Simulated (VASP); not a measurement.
# BaF2 (Frankdicksonite) (Fm-3m) in VASP: further runs

One crystal, BaF2 (Frankdicksonite), is run at these levels: LDA; tasks: phonons, dielectric tensor.

All numbers are computed with VASP 6.6.1; they aren't measurements. Logs are shortened: lines on timing, memory, paths and dates and some standing lists are left out, and cuts for length are marked.

### Step 1. The structure

It takes space group Fm-3m (No. 225, cubic). Conventional cell: a = 6.087 Å, b = 6.087 Å, c = 6.087 Å, α = 90.00°, β = 90.00°, γ = 90.00°. Ba (site symmetry m-3m) is surrounded by 8 F at 2.64 Å. F (site symmetry -43m) is surrounded by 4 Ba at 2.64 Å.

### Step 2. Phonons, LDA

File POSCAR:

```
BaF2
1.0
   -0.0000000000      3.0437379868      3.0437379868
    3.0437379868      0.0000000000      3.0437379868
    3.0437379868      3.0437379868     -0.0000000000
  Ba              F
     1     2
Direct
     1.0000000000000000    1.0000000000000000    0.0000000000000000
     0.2500000000000000    0.2500000000000000    0.2500000000000000
     0.7500000000000000    0.7500000000000000    0.7500000000000000
```

File INCAR.step1:

```
  PREC = Accurate
  ENCUT = 600
  EDIFF = 1E-8
  ISMEAR = 0
  SIGMA = 0.03
  LREAL = F
  LASPH = T
  NELM = 80
  ALGO = Fast
  ISIF = 3
  LWAVE = F
  LCHARG = F
  GGA = CA
  KPAR = 2
  IBRION = 2
  NSW = 40
  EDIFFG = -0.002
```

File INCAR.step2:

```
  PREC = Accurate
  ENCUT = 600
  EDIFF = 1E-8
  ISMEAR = 0
  SIGMA = 0.03
  LREAL = F
  LASPH = T
  NELM = 80
  ALGO = Fast
  ISIF = 2
  LWAVE = F
  LCHARG = F
  GGA = CA
  KPAR = 2
  IBRION = 6
  NFREE = 2
  POTIM = 0.015
  NSW = 1
```

File KPOINTS:

```
regular mesh
0
Gamma
  8 8 8
```

Potentials or basis: VASP PAW LDA potentials, release 64 (Ba_sv, F).

Command:

```bash
> cat potpaw_LDA.64/Ba_sv/POTCAR potpaw_LDA.64/F/POTCAR > POTCAR
> cp INCAR.step1 INCAR
> mpirun -np 2 vasp_std > vasp.out
> cp CONTCAR POSCAR
> cp INCAR.step2 INCAR
> mpirun -np 2 vasp_std > vasp.out
```

OUTCAR:

```text
PREC = Accurate
   ENCUT = 600
   EDIFF = 1E-8
   ISMEAR = 0
   LREAL = F
   LASPH = T
   NELM = 80
   ISIF = 2
   GGA = CA
   IBRION = 6
   NFREE = 2
   POTIM = 0.015
   NSW = 1

 ion  position               nearest neighbor table
   1  0.000  0.000  0.000-   3 2.64   3 2.64   3 2.64   2 2.64   3 2.64   2 2.64   2 2.64   2 2.64

   2  0.250  0.250  0.250-   1 2.64   1 2.64   1 2.64   1 2.64
   3  0.750  0.750  0.750-   1 2.64   1 2.64   1 2.64   1 2.64

  LATTYP: Found a face centered cubic cell.
 ALAT       =     6.0867950920

  Lattice vectors:

 A1 = (   0.0000000000,   3.0433975460,   3.0433975460)
 A2 = (   3.0433975460,   0.0000000000,   3.0433975460)
 A3 = (   3.0433975460,   3.0433975460,   0.0000000000)

Analysis of symmetry for initial positions (statically):
=====================================================================
 Subroutine PRICEL returns:
 Original cell was already a primitive cell.

 Routine SETGRP: Setting up the symmetry group for a
 face centered cubic supercell.

 Subroutine GETGRP returns: Found 48 space group operations
 (whereof 48 operations were pure point group operations)
 out of a pool of 48 trial point group operations.

The static configuration has the point symmetry O_h .

Analysis of symmetry for dynamics (positions and initial velocities):
=====================================================================
 Subroutine PRICEL returns:
 Original cell was already a primitive cell.

 Routine SETGRP: Setting up the symmetry group for a
 face centered cubic supercell.

 Subroutine GETGRP returns: Found 48 space group operations
 (whereof 48 operations were pure point group operations)
 out of a pool of 48 trial point group operations.

The dynamic configuration has the point symmetry O_h .

 Subroutine INISYM returns: Found 48 space group operations
 (whereof 48 operations are pure point group operations),
 and found     1 'primitive' translations

----------------------------------------------------------------------------------------

                                     Primitive cell

  volume of cell :      56.3775
[... 150 lines left out ...]
  -------------------------------------------------------------------------------------
  Total        0.0012625      0.0012625      0.0012625     -0.0000000      0.0000000     -0.0000000
  in kB        0.0358790      0.0358790      0.0358790     -0.0000000      0.0000000     -0.0000000
  external PRESSURE =       0.0358790 kB  Pullay stress =       0.0000000 kB
[... 135 lines left out ...]
--------------------------------------- Ionic step        5  -------------------------------------------

 number of electron      23.9999992 magnetization

 Free energy of the ion-electron system (eV)
  ---------------------------------------------------
  ext. energy  EPLUGINS =         0.00000000
  ---------------------------------------------------
  free energy    TOTEN  =       -18.62932237 eV

  energy without entropy =      -18.62932237  energy(sigma->0) =      -18.62932237

 E-fermi :  -1.9996     XC(G=0):  -9.5899

 val. band max:       -2.2151398374   @ k =  -0.5000  -0.2500  -0.2500
 cond. band min:       4.3924838548   @ k =   0.0000   0.0000   0.0000
 fundamental gap:      6.6076236923
 Fermi energy:        -1.9996327468

 k-point     1 :       0.0000    0.0000    0.0000
  band No.  band energies     occupation
      1     -25.0292      2.00000
      2     -20.8174      2.00000
      3     -20.6992      2.00000
      4      -9.8089      2.00000
      5      -9.8046      2.00000
      6      -9.8008      2.00000
[... 433 lines left out ...]
      3     -20.9998      2.00000
      4     -10.1868      2.00000
      5      -9.9871      2.00000
      6      -9.9776      2.00000
[... 8 lines left out ...]
     15       7.4833      0.00000
     16       8.2415      0.00000

 [... further k-points ...]
[... 5 lines left out ...]
  --------------------------------------------------------------------------------------
  -------------------------------------------------------------------------------------
  Total        0.0041907      0.0041004      0.0041004      0.0000000      0.0570809      0.0000000
  in kB        0.1190937      0.1165272      0.1165272      0.0000000      1.6221662      0.0000000
  external PRESSURE =       0.1173827 kB  Pullay stress =       0.0000000 kB
[... 18 lines left out ...]
  FREE ENERGIE OF THE ION-ELECTRON SYSTEM (eV)
  ---------------------------------------------------
  free  energy   TOTEN  =       -18.6293223710 eV

  energy  without entropy=      -18.6293223710  energy(sigma->0) =      -18.62932237

 INTERNAL STRAIN TENSORS FROM DISPLACED ATOMS
 ============================================

 INTERNAL STRAIN TENSOR FOR ION    1 for displacements in x,y,z  (eV/Angst):
          X           Y           Z          XY          YZ          ZX
  --------------------------------------------------------------------------------
  x     0.00000     0.00000     0.00000     0.00000     0.00000     0.00000
  y     0.00000     0.00000     0.00000     0.00000     0.00000     0.00000
  z     0.00000     0.00000     0.00000     0.00000     0.00000     0.00000

 INTERNAL STRAIN TENSOR FOR ION    3 for displacements in x,y,z  (eV/Angst):
          X           Y           Z          XY          YZ          ZX
  --------------------------------------------------------------------------------
  x     0.00000     0.00000     0.00000     0.00000     3.80678    -0.00000
  y     0.00000     0.00000     0.00000    -0.00000     0.00000     3.80678
  z     0.00000     0.00000     0.00000     3.80678     0.00000     0.00000

 Eigenvectors and eigenvalues of the dynamical matrix
 ----------------------------------------------------

   1 f  =    7.818065 THz    49.122353 2PiTHz  260.782585 cm-1    32.332905 meV
             X         Y         Z           dx          dy          dz
      0.000000  0.000000  0.000000    -0.000000    0.000000   -0.000000
      1.521699  1.521699  1.521699    -0.386393    0.592200    0.000000
      4.565096  4.565096  4.565096     0.386393   -0.592200    0.000000
[... 43 lines left out ...]
   9 f/i=    0.003369 THz     0.021170 2PiTHz    0.112387 cm-1     0.013934 meV
             X         Y         Z           dx          dy          dz
      0.000000  0.000000  0.000000     0.000000    0.000000   -0.884777
      1.521699  1.521699  1.521699     0.000000    0.000000   -0.329522
      4.565096  4.565096  4.565096     0.000000    0.000000   -0.329522

 ELASTIC MODULI CONTR FROM IONIC RELAXATION (kBar)
 Direction    XX          YY          ZZ          XY          YZ          ZX
 --------------------------------------------------------------------------------
 XX           0.0000      0.0000      0.0000      0.0000      0.0000      0.0000
 YY           0.0000      0.0000      0.0000      0.0000      0.0000      0.0000
 ZZ           0.0000      0.0000      0.0000      0.0000      0.0000      0.0000
 XY           0.0000      0.0000      0.0000   -173.3589      0.0000      0.0000
 YZ           0.0000      0.0000      0.0000      0.0000   -173.3589      0.0000
 ZX           0.0000      0.0000      0.0000      0.0000      0.0000   -173.3589
 --------------------------------------------------------------------------------
```

OUTCAR.step1:

```text
PREC = Accurate
   ENCUT = 600
   EDIFF = 1E-8
   ISMEAR = 0
   LREAL = F
   LASPH = T
   NELM = 80
[... 735 lines left out ...]
      3.04340      6.08680      3.04340        -0.000000     -0.000000     -0.000000
      1.52170      1.52170      1.52170         0.000000      0.000000      0.000000
      4.56510      4.56510      4.56510        -0.000000      0.000000     -0.000000
 -----------------------------------------------------------------------------------
    total drift:                                0.000000      0.000000      0.000000

  FREE ENERGIE OF THE ION-ELECTRON SYSTEM (eV)
  ---------------------------------------------------
  free  energy   TOTEN  =       -18.6298288638 eV

  energy  without entropy=      -18.6298288638  energy(sigma->0) =      -18.62982886

 reached required accuracy - stopping structural energy minimisation
```

OSZICAR.step1:

```text
N       E                     dE             d eps       ncg     rms          rms(c)
DAV:   1     0.164295434668E+03    0.16430E+03   -0.14690E+04   928   0.159E+03
DAV:   2    -0.137694992401E+02   -0.17806E+03   -0.17355E+03  1184   0.306E+02
[... 31 lines left out ...]
DAV:   1    -0.186298547279E+02   -0.26469E-04   -0.55086E-04  1056   0.213E-01    0.410E-02
RMM:   2    -0.186298303638E+02    0.24364E-04   -0.11612E-04   928   0.830E-02    0.649E-03
RMM:   3    -0.186298293275E+02    0.10363E-05   -0.71798E-06   936   0.200E-02    0.314E-03
RMM:   4    -0.186298288329E+02    0.49466E-06   -0.28362E-06   947   0.123E-02    0.120E-03
RMM:   5    -0.186298288466E+02   -0.13750E-07   -0.32179E-07  1000   0.398E-03    0.433E-04
RMM:   6    -0.186298288643E+02   -0.17646E-07   -0.80408E-08   844   0.158E-03    0.223E-04
RMM:   7    -0.186298288638E+02    0.48612E-09   -0.14841E-08   610   0.819E-04
   2 F= -.18629829E+02 E0= -.18629829E+02  d E =-.608721E-06
```

It took 4 min on 2 MPI ranks of Intel Xeon Platinum 8488C (Sapphire Rapids), shared host; peak memory 0.3 GiB.

What came out:

```
Highest phonon frequency at Γ, LO-TO splitting left out : 261 cm⁻¹
```

Phonon frequencies in cm⁻¹ (negative: imaginary):
```tsv
q point	frequencies
(0.000, 0.000, 0.000)	0 0 0 206 206 206 261 261 261
```

### Step 3. Dielectric tensor, LDA

File INCAR:

```
  PREC = Accurate
  ENCUT = 600
  EDIFF = 1E-8
  ISMEAR = 0
  SIGMA = 0.03
  LREAL = F
  LASPH = T
  NELM = 80
  ALGO = Fast
  ISIF = 2
  LWAVE = F
  LCHARG = F
  GGA = CA
  LEPSILON = T
  KPAR = 2
```

File KPOINTS:

```
regular mesh
0
Monkhorst-Pack
  12 12 12
```

File POSCAR:

```
BaF2                                    
1.0
   -0.0000000000      3.0433975460      3.0433975460
    3.0433975460      0.0000000000      3.0433975460
    3.0433975460      3.0433975460     -0.0000000000
  Ba              F             
     1     2
Direct
     1.0000000000000000    0.0000000000000000    1.0000000000000000
     0.2500000000000000    0.2500000000000000    0.2500000000000000
     0.7500000000000000    0.7500000000000000    0.7500000000000000
```

Potentials or basis: VASP PAW LDA potentials, release 64 (Ba_sv, F).

Command:

```bash
> cat potpaw_LDA.64/Ba_sv/POTCAR potpaw_LDA.64/F/POTCAR > POTCAR
> mpirun -np 2 vasp_std > vasp.out
```

OUTCAR:

```text
PREC = Accurate
   ENCUT = 600
   EDIFF = 1E-8
   ISMEAR = 0
   LREAL = F
   LASPH = T
   NELM = 80
   ISIF = 2
   GGA = CA
   LEPSILON = T

 ion  position               nearest neighbor table
   1  0.000  0.000  0.000-   2 2.64   3 2.64   3 2.64   3 2.64   3 2.64   2 2.64   2 2.64   2 2.64

   2  0.250  0.250  0.250-   1 2.64   1 2.64   1 2.64   1 2.64
   3  0.750  0.750  0.750-   1 2.64   1 2.64   1 2.64   1 2.64

  LATTYP: Found a face centered cubic cell.
 ALAT       =     6.0867950920

  Lattice vectors:

 A1 = (   0.0000000000,   3.0433975460,   3.0433975460)
 A2 = (   3.0433975460,   0.0000000000,   3.0433975460)
 A3 = (   3.0433975460,   3.0433975460,   0.0000000000)

Analysis of symmetry for initial positions (statically):
[... 712 lines left out ...]
 ------------------------------------------------------
           2.443390     0.000000    -0.000000
           0.000000     2.443390    -0.000000
          -0.000000     0.000000     2.443390
 ------------------------------------------------------

 PIEZOELECTRIC TENSOR (including local field effects)  for field in x, y, z        (e  Angst)
          XX          YY          ZZ          XY          YZ          ZX
  --------------------------------------------------------------------------------
  x     0.00000     0.00000     0.00000     0.00000     0.00000     0.00000
  y     0.00000     0.00000     0.00000     0.00000     0.00000     0.00000
  z     0.00000     0.00000     0.00000     0.00000     0.00000     0.00000

 PIEZOELECTRIC TENSOR (including local field effects)  for field in x, y, z        (C/m^2)
          XX          YY          ZZ          XY          YZ          ZX
  --------------------------------------------------------------------------------
  x     0.00000     0.00000     0.00000     0.00000     0.00000     0.00000
  y     0.00000     0.00000     0.00000     0.00000     0.00000     0.00000
  z     0.00000     0.00000     0.00000     0.00000     0.00000     0.00000

 BORN EFFECTIVE CHARGES (including local field effects) (in |e|, cummulative output)
 ---------------------------------------------------------------------------------
 ion    1
    1     2.60264     0.00000     0.00000
    2     0.00000     2.60264     0.00000
    3     0.00000     0.00000     2.60264
 ion    2
    1    -1.30132     0.00000     0.00000
    2     0.00000    -1.30132     0.00000
    3     0.00000     0.00000    -1.30132
 ion    3
    1    -1.30132     0.00000     0.00000
    2     0.00000    -1.30132     0.00000
    3     0.00000     0.00000    -1.30132
```

OSZICAR:

```text
N       E                     dE             d eps       ncg     rms          rms(c)
DAV:   1     0.167120353448E+03    0.16712E+03   -0.14584E+04  5824   0.159E+03
DAV:   2    -0.137065788038E+02   -0.18083E+03   -0.17657E+03  7496   0.310E+02
DAV:   3    -0.202060625072E+02   -0.64995E+01   -0.64916E+01  7768   0.673E+01
DAV:   4    -0.203363941078E+02   -0.13033E+00   -0.13031E+00  7536   0.795E+00
[... 11 lines left out ...]
RMM:   8    -0.239559408939E+00    0.11175E-04   -0.27482E-06 33973   0.518E-03    0.741E-04
RMM:   9    -0.239562483873E+00   -0.30749E-05   -0.28711E-06 33186   0.196E-03    0.199E-04
RMM:  10    -0.239562079399E+00    0.40447E-06   -0.38301E-07 35867   0.626E-04    0.120E-04
RMM:  11    -0.239562726783E+00   -0.64738E-06   -0.50755E-07 31496   0.235E-04    0.364E-05
RMM:  12    -0.239562872258E+00   -0.14548E-06   -0.21711E-08 22216   0.771E-05    0.263E-05
RMM:  13    -0.239563114717E+00   -0.24246E-06   -0.93907E-09 15313   0.625E-05    0.336E-06
```

It took 20 min on 2 MPI ranks of Intel Xeon Platinum 8488C (Sapphire Rapids), shared host; peak memory 1.2 GiB.

Results:

* Electronic dielectric tensor (diagonal): 2.44
* Born charges (mean of the diagonal): Ba +2.60; F -1.30 e

Electronic dielectric tensor:
```
2.44 0.00 0.00
0.00 2.44 0.00
0.00 0.00 2.44
```

Born effective charge tensors (e):
atom 1, Ba
```
2.60 0.00 0.00
0.00 2.60 0.00
0.00 0.00 2.60
```
atom 2, F
```
-1.30  0.00  0.00
 0.00 -1.30  0.00
 0.00  0.00 -1.30
```
atom 3, F
```
-1.30  0.00  0.00
 0.00 -1.30  0.00
 0.00  0.00 -1.30
```

The run has no spin-orbit coupling, so splittings on Ba are missing.
